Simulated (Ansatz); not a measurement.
Runs of Ansatz 0.2.0 on Cl. Symmetry: Cmce, No. 64, orthorhombic system. Conventional cell: a = 6.290 Å, b = 4.500 Å, c = 8.210 Å, α = 90.00°, β = 90.00°, γ = 90.00°. Cl (site symmetry m) has 1 Cl at 2.02 Å as nearest neighbours. 

| task | level | cell | k mesh | smearing | atoms under strain | gap on the mesh (eV) | pressure (GPa) | relaxed volume (Å³/atom) | largest force (eV/Å) |
| --- | --- | --- | --- | --- | --- | --- | --- | --- | --- |
| elastic constants | PBE | as given | 5 × 5 × 3 | fixed | relaxed | 2.41 | 0.6 | - | - |
| relaxation of cell and atoms | BLYP+D4 | relaxed | 7 × 7 × 4 | fermi-dirac 0.05 eV | - | 2.04 | 0.0 | (a) | - |
| single point | PBE | as given | 7 × 7 × 4 | gaussian 0.03 eV | - | 2.49 | (c) | - | 0.10 |
| relaxation of cell and atoms | RPBE+D4 | relaxed | 7 × 7 × 4 | fermi-dirac 0.05 eV | - | (b) | 0.0 | 27.75 | 0.01 |
| relaxation of cell and atoms | RPBE+D3(BJ) | relaxed | 7 × 7 × 4 | fermi-dirac 0.05 eV | - | 2.15 | 0.0 | 25.50 | - |

Alike in all rows: potentials or basis Ansatz PAW; no spin polarisation; cutoff (eV) 420.

Fill in the values left out.

(a) 26.16; (b) 2.33; (c) 0.7.

Caveats: odd divisions of the mesh miss points on the zone boundary, where band edges often lie, so the gap on the mesh can be too wide; the plane-wave basis is chosen anew once the cell has moved, so the energies of steps on either side of that aren't comparable (some runs); the PAW data sets come from PBE, with cores solved anew for the run's functional, which leaves a small shift of forces and pressure (some runs); the volume moved by -12 % from the deposited cell, more than functionals usually miss (some runs).

A k mesh can miss the band edges.
